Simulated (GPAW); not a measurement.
Set up this calculation in GPAW 26.7.0, as an ASE script.

| Property | Result |
| --- | --- |
| Task | band structure |
| Functional | r2SCAN |
| Potentials or basis | GPAW PAW data sets (gpaw-data 1.2.1) |
| Cutoff | 600 eV |
| Basis | pw |
| k mesh | 8 × 8 × 8 |
| Occupations | fermi-dirac, width 0.05 eV |
| Spin | no spin polarisation |
| Maxiter | 150 |
| Band path | GXWKGLUWLK,UX |
| Band points | 60 |

The system is CdS.

```xyz
2
Lattice="0.0000 2.7532 2.7532 2.7532 0.0000 2.7532 2.7532 2.7532 0.0000" Properties=species:S:1:pos:R:3 pbc="T T T"
Cd    0.0000    0.0000    0.0000
S     2.7532    2.7532    2.7532
```

Measurements of this composition are mostly on another form, of space group No. 186.

The input as run:

run.py

```python
from ase import Atoms
from ase.dft.bandgap import bandgap
from ase.io import write
from ase.units import GPa
from gpaw import GPAW, PW

atoms = Atoms(['Cd', 'S'],
              cell=[[0.0, 2.753244, 2.753244],
                    [2.753244, 0.0, 2.753244],
                    [2.753244, 2.753244, 0.0]],
              scaled_positions=[[0.0, 0.0, 0.0],
                                [0.5, 0.5, 0.5]],
              pbc=True)

calc = GPAW(mode=PW(600),
            xc='MGGA_X_R2SCAN+MGGA_C_R2SCAN',
            kpts={'size': (8, 8, 8), 'gamma': True},
            occupations={'name': 'fermi-dirac', 'width': 0.05},
            nbands=18,
            convergence={'density': 1e-05, 'energy': 1e-05},
            maxiter=150,
            txt='gpaw.txt')
atoms.calc = calc
energy = atoms.get_potential_energy()
forces = atoms.get_forces()
stress = atoms.get_stress()
calc.write('gs.gpw')
write('result.traj', atoms)
print(f'Energy: {energy:.6f} eV')
print('Forces (eV/A):')
print(forces.round(4))
print('Stress (GPa):', (stress / GPa).round(3))
print('Fermi level:', round(calc.get_fermi_level(), 4), 'eV')
print(f'Gap: {bandgap(calc)[0]:.4f} eV, direct: {bandgap(calc, direct=True)[0]:.4f} eV')

path = atoms.cell.bandpath('GXWKGLUWLK,UX', npoints=60, eps=1e-4)
bs_calc = calc.fixed_density(kpts=path, symmetry='off', nbands=29,
                             convergence={'bands': 'CBM+6.0', 'eigenstates': 1e-6}, txt='bands.txt')
bs = bs_calc.band_structure()
bs.write('bs.json')
print(f'Gap on the path: {bandgap(bs_calc)[0]:.4f} eV')
```

Potentials or basis: GPAW PAW data sets (gpaw-data 1.2.1), pw.

Run with:

```sh
$ OMP_NUM_THREADS=1 python run.py
```

Results of the run:

```yaml
Pressure: -2.4 GPa
Band_gap_on_the_k_mesh: 0.73 eV, indirect (least direct gap 2.17 eV)
Band_gap_along_the_path: 0.73 eV, indirect (least direct gap 2.17 eV)
```

Caveat: the PAW data sets were made with another functional, which shifts forces and pressure a little.

Run time: 2.2 min on 1 thread of Arm Neoverse V2, with other jobs on the host, peak memory 0.35 GiB.
